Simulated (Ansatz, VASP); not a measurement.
Given: the input of a run of Ansatz 0.2.0 on TiTe2. 

Contents of input.yaml:

```yaml
crystal:
  lattice:
    - [3.777, 0.0, 0.0]
    - [-1.8885, 3.2709779501, 0.0]
    - [0.0, 0.0, 6.498]
  atoms:
    - { symbol: Te, position: [0.3333333333, 0.6666666667, 0.7372] }
    - { symbol: Te, position: [0.6666666667, 0.3333333333, 0.2628] }
    - { symbol: Ti, position: [0.0, 0.0, 0.0] }
hamiltonian:
  xc: lda
  pseudopotentials: { kind: paw }
kpoints:
  mp_grid: { grid: [8, 8, 4] }
scf:
  occupations: { method: fermi_dirac, width: 0.05 }
output:
  forces: true
  stress: true
  eigenvalues: true
  write_density: true
  write_potential: true
  elf: true
  volumetric_format: npy
relax:
  f_tol: 0.01
  max_steps: 40
  cell: { stress_tol: 0.05 }
```

Potentials or basis: Ansatz PAW.

Run with:

```console
$ ansatz run input.yaml --threads 2 --pin off --max-ram 5632MiB --backend cpu --events-out ev --progress --plain --runs-dir out
```

Q: Set up the same calculation for VASP 6.6.1. Potentials or basis there: LDA PAW files Te, Ti_sv, 600 eV.

A: As run (cutoffs and basis follow the program's own potentials, and thresholds, step limits or extra output files can differ):

The input INCAR:

```
SYSTEM = TiTe2
PREC = Accurate
ENCUT = 600
EDIFF = 1E-6
ISMEAR = -1
SIGMA = 0.05
LREAL = .FALSE.
LASPH = .TRUE.
NELM = 60
ALGO = Normal
ISIF = 3
LWAVE = .FALSE.
LCHARG = .FALSE.
GGA = CA
IBRION = 2
NSW = 60
EDIFFG = -0.02
```

The input KPOINTS:

```
regular mesh
0
G
  8 8 4
  0 0 0
```

Contents of POSCAR:

```
TiTe2
1.0
    3.7770000000      0.0000000000      0.0000000000
   -1.8885000000      3.2709779501      0.0000000000
    0.0000000000      0.0000000000      6.4980000000
Te Ti
2 1
Direct
    0.3333333333      0.6666666667      0.7372000000
    0.6666666667      0.3333333333      0.2628000000
    0.0000000000      0.0000000000      0.0000000000
```

Potentials or basis: VASP PAW LDA potentials, release 64 (Te, Ti_sv).

Run with:

```sh
$ cat potpaw_LDA.64/Te/POTCAR potpaw_LDA.64/Ti_sv/POTCAR > POTCAR
$ mpirun -np 1 vasp_std > vasp.out
```

Both were run:

|  | Ansatz | VASP |
| --- | --- | --- |
| Relaxed volume | 24.60 Å³/atom | 24.61 Å³/atom |
| Relaxed cell | a = 3.676 Å, b = 3.676 Å, c = 6.306 Å, α = 90.00°, β = 90.00°, γ = 120.00° | a = 3.678 Å, b = 3.678 Å, c = 6.304 Å, α = 90.00°, β = 90.00°, γ = 120.00° |
| Space group after relaxing | P-3m1 (No. 164) | P-3m1 (No. 164) |
| Pressure after relaxing | 0.0 GPa | -0.1 GPa |

Ansatz's pressure holds a Pulay term of +0.04 GPa for its cutoff of 420 eV, which the other run lacks.

The potentials hold 44 and 24 valence electrons a cell.

Ansatz's potentials were made for PBE.

Where Ansatz's input types no cutoff or centring, it takes its own default and a Γ-centred mesh.

The two programs' LDA may be different fits to the electron gas.

Pressure is positive in compression.
